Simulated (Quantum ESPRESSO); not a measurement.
Ge:

```
Ge
1.0
    -2.57449    2.57449    1.39741
     2.57449   -2.57449    1.39741
     2.57449    2.57449   -1.39741
Ge
2
Direct
  0.50000 0.50000 0.00000
  0.25000 0.75000 0.50000
```

This isn't the form of Ge at room conditions, which is diamond.

Program: Quantum ESPRESSO 7.5. Alike in all runs: task band structure; level PBEsol; cell as given; k mesh 11 × 11 × 11; smearing fermi-dirac 0.05 eV. Hardware: 2 MPI ranks on Arm Neoverse V2, on a shared host.

**Question.** Order these runs on this cell by their wall time, lowest first.
A. potentials or basis GBRV 1.5 PBEsol; spin off; cutoff (eV) 612
B. potentials or basis PseudoDojo 0.4.1 SR PBEsol standard; spin off; cutoff (eV) 1061
C. potentials or basis PseudoDojo 0.4 FR PBEsol standard; spin SOC, no magnetisation; cutoff (eV) 1061

**Answer.** A (28 s), B (110 s), C (750 s).

Not every run made on this cell is shown here.
